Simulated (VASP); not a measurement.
## In: electric field gradients with PBEsol

In:

```xyz
1
Lattice="-1.6255 1.6255 2.4737 1.6255 -1.6255 2.4737 1.6255 1.6255 -2.4737" Properties=species:S:1:pos:R:3 pbc="T T T"
In    0.0000    0.0000    0.0000
```

```yaml
Program: VASP 6.6.1
Task: electric field gradients
Functional: PBEsol
Potentials_or_basis: VASP PAW PBE potentials, release 64 (In_d)
Cutoff: 600 eV
k_mesh: 14 × 14 × 14
Occupations: fermi-dirac, width 0.05 eV
Spin: no spin polarisation
Further_INCAR_settings: ALGO = Fast; EDIFF = 1e-07
```

```yaml
Pressure: -1.1 GPa
Band_gap_on_the_k_mesh: none (metal or under the smearing width)
```

Stress tensor (GPa, compression positive):
```
-1.17  0.00  0.00
 0.00 -1.17  0.00
 0.00  0.00 -0.84
```

Levels at points of the mesh, in eV from the Fermi level:
| k point | band 4 | band 5 | band 6 | band 7 | band 8 | band 9 |
| --- | --- | --- | --- | --- | --- | --- |
| (0.00, 0.00, 0.00) | -14.46 | -14.35 | -9.60 | 10.49 | 10.49 | 10.66 |
| (0.50, 0.00, 0.00) | -14.26 | -14.22 | -4.35 | -3.42 | 7.49 | 9.11 |
| (0.50, 0.50, 0.00) | -14.24 | -14.15 | -2.00 | -1.70 | 3.48 | 3.91 |
| (0.50, 0.50, 0.50) | -14.22 | -14.22 | -2.98 | -2.72 | 4.68 | 4.68 |

Electric field gradients, principal values (V/Å²):
```tsv
atom	Vxx	Vyy	Vzz
1 In	-10.716	-10.716	21.431
```

Run time: 62 s on 1 thread of AMD EPYC 9R14 (Zen 4), on a shared host, peak memory 0.19 GiB.

Caveat: the PAW data sets were made with another functional, which shifts forces and pressure a little.
